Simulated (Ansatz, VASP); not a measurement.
Given: the input of a run of Ansatz 0.2.0 on GaS.

Contents of input.yaml:

```yaml
crystal:
  lattice:
    - [3.585, 0.0, 0.0]
    - [-1.7925, 3.1047010726, 0.0]
    - [0.0, 0.0, 15.5]
  atoms:
    - { symbol: Ga, position: [0.6666666667, 0.3333333333, 0.83] }
    - { symbol: Ga, position: [0.3333333333, 0.6666666667, 0.33] }
    - { symbol: Ga, position: [0.6666666667, 0.3333333333, 0.67] }
    - { symbol: Ga, position: [0.3333333333, 0.6666666667, 0.17] }
    - { symbol: S, position: [0.6666666667, 0.3333333333, 0.4] }
    - { symbol: S, position: [0.3333333333, 0.6666666667, 0.9] }
    - { symbol: S, position: [0.6666666667, 0.3333333333, 0.1] }
    - { symbol: S, position: [0.3333333333, 0.6666666667, 0.6] }
hamiltonian:
  xc: pbesol
  pseudopotentials: { kind: paw }
kpoints:
  mp_grid: { grid: [9, 9, 2] }
scf:
  occupations: { method: gaussian, width: 0.1 }
output:
  forces: true
  stress: true
  eigenvalues: true
```

Potentials or basis: Ansatz PAW.

Run with:

```sh
$ ansatz run input.yaml --threads 4 --pin off --max-ram 11264MiB --backend cpu --events-out ev --progress --plain --runs-dir out
```

Task: Set up the same calculation for VASP 6.6.1. Potentials there: VASP PAW PBE potentials, release 54 (Ga_d, S).

Result: As run (the cutoff follows the program's own potentials):

INCAR

```
ALGO = Normal ; EDIFF = 1E-6
ENCUT = 520 ; GGA = PS
ISIF = 2 ; ISMEAR = 0
LASPH = True ; LCHARG = True
LELF = True ; LREAL = False
LVHAR = True ; LWAVE = False
NELM = 100 ; PREC = Accurate
SIGMA = 0.1
```

Contents of KPOINTS:

```
k-points
0
Gamma
  9 9 2
```

Contents of POSCAR:

```
GaS
1.0
    3.5850000000      0.0000000000      0.0000000000
   -1.7925000000      3.1047010726      0.0000000000
    0.0000000000      0.0000000000     15.5000000000
Ga S
4 4
Cartesian
    1.7925000002      1.0349003574     12.8650000000
   -0.0000000002      2.0698007152      5.1150000000
    1.7925000002      1.0349003574     10.3850000000
   -0.0000000002      2.0698007152      2.6350000000
    1.7925000002      1.0349003574      6.2000000000
   -0.0000000002      2.0698007152     13.9500000000
    1.7925000002      1.0349003574      1.5500000000
   -0.0000000002      2.0698007152      9.3000000000
```

Potentials or basis: VASP PAW PBE potentials, release 54 (Ga_d, S).

The run is started by

```bash
$ cat potpaw_PBE.54/Ga_d/POTCAR potpaw_PBE.54/S/POTCAR > POTCAR
$ mpirun -np 1 vasp_std > vasp.out
```

Both were run:

|  | VASP | Ansatz | Ansatz less VASP |
| --- | --- | --- | --- |
| gap on the k mesh at the Fermi level (eV) | 1.49 | 1.47 | -0.016 |
| least direct gap on the mesh (eV) | 1.56 | 1.54 | -0.020 |
| pressure (GPa) | -1.0 | -0.9 | +0.11 |
| largest component of the traceless stress (GPa) | 0.26 | 0.29 | +0.029 |
| rms of the force components (eV/Å) | 0.099 | 0.097 | -0.0015 |

Atom by atom the forces differ by 0.002 eV/Å (rms over components).

Caveats: this functional lacks dispersion, which binds the layers, so the pressure and a relaxed spacing across them are unreliable; the PAW data sets were made with another functional, which shifts forces and pressure a little (VASP); an odd mesh through Γ misses points on the zone boundary, where band edges often lie (VASP); odd divisions of the mesh miss points on the zone boundary, where band edges often lie, so the gap on the mesh can be too wide (Ansatz); the PAW data sets come from PBE, with cores solved anew for the run's functional, which leaves a small shift of forces and pressure (Ansatz). PBEsol gaps usually lie below the measured ones, often by a third to a half.
